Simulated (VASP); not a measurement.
**COH2: single point with RPBE**

COH2, in a box:

```xyz
4
Lattice="12.4948 0.0000 0.0000 0.0000 12.9948 0.0000 0.0000 0.0000 13.4948" Properties=species:S:1:pos:R:3 pbc="T T T"
C     6.2476    6.5466    6.7475
O     6.5983    5.3997    6.9379
H     6.8842    7.4162    7.0430
H     5.2696    6.7936    6.2668
```

- Program: VASP 6.6.1
- Task: single point
- Functional: RPBE
- Potentials or basis: VASP PAW PBE potentials, release 64 (C, O, H)
- Cutoff: 400 eV
- k mesh: 1 × 1 × 1
- Occupations: gaussian, width 0.01 eV
- Spin: no spin polarisation
- Further INCAR settings: ALGO = Normal; EDIFF = 1e-07; NBANDS = 14; ISYM = 0

```
Largest force                   : 0.399 eV/Å
Gap between the frontier levels : 3.58 eV
```

Forces in eV/Å, atoms in the order of the input:
```
C   -0.093  0.306 -0.051
O    0.114 -0.377  0.063
H    0.020  0.047  0.009
H   -0.041  0.024 -0.021
```

Levels at points of the mesh, in eV from the valence-band top:
```csv
k point,band 4,band 5,band 6,band 7,band 8,band 9
"(0.00, 0.00, 0.00)",-4.64,-3.73,0.00,3.58,5.66,6.44
```

Run time: 24 s on 4 MPI ranks on AMD EPYC 9R45 (Zen 5) (shared host), peak memory 0.41 GiB a rank.

Caveat: the standard files for N, O and F lose accuracy on very short bonds; the PAW data sets were made with another functional, which shifts forces and pressure a little.
